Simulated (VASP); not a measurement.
Input of a VASP 6.6.1 run:

File POSCAR:

```
CdF2
1.0
    0.0000000000      2.7383621950      2.6941776810
    2.7383621950      0.0000000000      2.6941776810
    2.7383621950      2.7383621950      0.0000000000
Cd F
1 2
Direct
    0.0000000000      0.0000000000      0.0000000000
    0.2500000000      0.2500000000      0.2500000000
    0.7500000000      0.7500000000      0.7500000000
```

INCAR.step1

```
SYSTEM = CdF2
  PREC = Accurate
  ENCUT = 520
  ISMEAR = 0
  SIGMA = 0.01
  LREAL = .False.
  LASPH = .True.
  NELM = 100
  NBANDS = 20
  GGA = PE
  ALGO = Normal
  EDIFF = 1E-4
  LWAVE = .True.
  LCHARG = .False.
```

File INCAR.step2:

```
SYSTEM = CdF2
  PREC = Accurate
  ENCUT = 520
  EDIFF = 1E-6
  ISMEAR = 0
  SIGMA = 0.01
  LREAL = .False.
  LASPH = .True.
  NELM = 100
  ALGO = Normal
  ISIF = 2
  LWAVE = .False.
  LCHARG = .False.
  METAGGA = R2SCAN
  LMIXTAU = .True.
  NBANDS = 20
  ISTART = 1
```

KPOINTS

```
regular mesh
0
Gamma
  8 8 8
  0 0 0
```

Potentials or basis: VASP PAW PBE potentials, release 64 (Cd, F).

Launch:

```console
$ cat potpaw_PBE.64/Cd/POTCAR potpaw_PBE.64/F/POTCAR > POTCAR
$ cp INCAR.step1 INCAR
$ mpirun -np 1 vasp_std > vasp.out
$ cp INCAR.step2 INCAR
$ mpirun -np 1 vasp_std > vasp.out
```

(1) Estimate the band gap on the k mesh.

(2) What does it give for the pressure?

Results:

(1) 3.62 eV, indirect (least direct gap 4.16 eV).

(2) -2.6 GPa.

Caveat: the PAW data sets were made with another functional, which shifts forces and pressure a little.
